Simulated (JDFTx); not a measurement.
Nb:

```xyz
1
Lattice="-1.6640 1.6640 1.6640 1.6640 -1.6640 1.6640 1.6640 1.6640 -1.6640" Properties=species:S:1:pos:R:3 pbc="T T T"
Nb    0.0000    0.0000    0.0000
```

| Quantity | Value |
| --- | --- |
| Program | JDFTx 1.7.0 (patched build) |
| Task | single point |
| Functional | PBEsol |
| Potentials or basis | PseudoDojo-SR-PBEsol-0.4.1-standard with smoothed tails |
| Cutoff | 1116 eV |
| Density cutoff | 4463 eV |
| k mesh | 11 × 11 × 11 |
| Occupations | fermi-dirac, width 0.05 eV |
| Spin | no spin polarisation |

On this cell: pressure -7.7 GPa; band gap on the k mesh none (metal or under the smearing width).

The same run follows on a disturbed copy (cell strained at random at fixed volume):

```
Nb
1.0
    -1.65481    1.66189    1.66310
     1.61189   -1.66978    1.62806
     1.70285    1.71781   -1.67098
Nb
1
Direct
  0.99711 0.99235 0.00528
```

What does the disturbed cell give?

The energy (extrapolated to zero smearing) moves by +3.3 meV/atom; pressure -7.8 GPa; band gap on the k mesh none (metal or under the smearing width).

Stress tensor (GPa, compression positive):
```
-7.39 -0.64  0.38
-0.64 -9.24  0.20
 0.38  0.20 -6.74
```
